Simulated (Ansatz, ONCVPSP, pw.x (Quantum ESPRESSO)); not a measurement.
pw.x on sc Ta: one setting changed

Potential: optimised norm-conserving Vanderbilt (ONCV), ONCVPSP 4.0.1, PBE; core [Kr] 4d10 4f14, reference 5s2 5p6 5d3 6s2; waves: 5s+6s: rc 1.60 bohr, ncon 4, nbas 8, qcut 6.9 1/bohr, 2 projectors; 5p: rc 1.60 bohr, ncon 4, nbas 7, qcut 8.2 1/bohr, 2 projectors, debl 0.9 Ha; 5d: rc 2.00 bohr, ncon 4, nbas 8, qcut 5.6 1/bohr, 2 projectors, debl 4 Ha; f scattering state at 0.15 Ha: rc 1.80 bohr, ncon 4, nbas 7, qcut 6.7 1/bohr, 1 projector; local part: polynomial inside 1.40 bohr (lpopt 5, dvloc0 1 Ha); core correction: Teter function, fcfact 4.5, rcfact 1.04. In the p channel the program set the typed energies aside and used -1.448, 0.250 Ha.

The reference run (k-mesh 12³, cutoffs 70/280 Ry, Fermi–Dirac 0.01 Ry, mixing_beta 0.4, conv_thr 1e-9, no spin) gives 1.91 GPa at 20.376 Å³/atom, where all-electron LAPW gives 1.79 GPa. This run, with its own iteration cap, changes k-mesh shift to 1.

```
&control
  calculation='scf', prefix='x', pseudo_dir='./', outdir='./tmp', tstress=.true., disk_io='none'
/
&system
  ibrav=0, nat=1, ntyp=1, ecutwfc=70, ecutrho=280, nbnd=14,
  occupations='smearing', smearing='fd', degauss=0.01
/
&electrons
  conv_thr=1e-09, mixing_beta=0.4, electron_maxstep=50
/
ATOMIC_SPECIES
Ta 1.0 Ta.UPF
CELL_PARAMETERS angstrom
  2.73132247 0.00000000 0.00000000
  0.00000000 2.73132247 0.00000000
  0.00000000 0.00000000 2.73132247
ATOMIC_POSITIONS crystal
Ta 0.0000 0.0000 0.0000
K_POINTS automatic
12 12 12 1 1 1
```

```bash
pw.x < Ta.scf.in > Ta.scf.out
```

Q: How does the run end?

A: It converges in 8 iterations; the free energy moves by +26.2 meV/atom and the pressure by +0.75 GPa.

```
Message from routine setup:
     using ibrav=0 with symmetry is DISCOURAGED, use correct ibrav instead
     lattice parameter (alat)  =       5.1615  a.u.
     unit-cell volume          =     137.5041 (a.u.)^3
     number of electrons       =        13.00
     number of Kohn-Sham states=           14
     kinetic-energy cutoff     =      70.0000  Ry
     charge density cutoff     =     280.0000  Ry
     scf convergence threshold =      1.0E-09
     Exchange-correlation= PBE
     number of k points=    56  Fermi-Dirac smearing, width (Ry)=  0.0100
     iteration #  1     ecut=    70.00 Ry     beta= 0.40
     total energy              =    -121.90324451 Ry
     estimated scf accuracy    <       0.01511917 Ry
     iteration #  2     ecut=    70.00 Ry     beta= 0.40
     total energy              =    -121.90376489 Ry
     estimated scf accuracy    <       0.00351515 Ry
     iteration #  3     ecut=    70.00 Ry     beta= 0.40
     total energy              =    -121.90409014 Ry
     estimated scf accuracy    <       0.00034420 Ry
     [... 2 iterations left out ...]
     iteration #  6     ecut=    70.00 Ry     beta= 0.40
     total energy              =    -121.90412974 Ry
     estimated scf accuracy    <       0.00000004 Ry
     iteration #  7     ecut=    70.00 Ry     beta= 0.40
     total energy              =    -121.90412975 Ry
     estimated scf accuracy    <       0.00000001 Ry
     iteration #  8     ecut=    70.00 Ry     beta= 0.40
     the Fermi energy is    16.0820 ev
!    total energy              =    -121.90412975 Ry
     estimated scf accuracy    <          3.9E-10 Ry
     smearing contrib. (-TS)   =      -0.00595059 Ry
     The total energy is F=E-TS. E is the sum of the following terms:
     one-electron contribution =     -26.49098472 Ry
     hartree contribution      =      17.48221120 Ry
     xc contribution           =     -19.98854610 Ry
     ewald contribution        =     -92.90085955 Ry
     convergence has been achieved in   8 iterations
          total   stress  (Ry/bohr**3)                   (kbar)     P=       26.65
     Message from routine punch:
     Nothing written, as per user request (disk_io='none')
```

The run took about 8.5 s on one core of a shared host (AMD EPYC 9R14, 96 threads, 370 GiB, load 16).
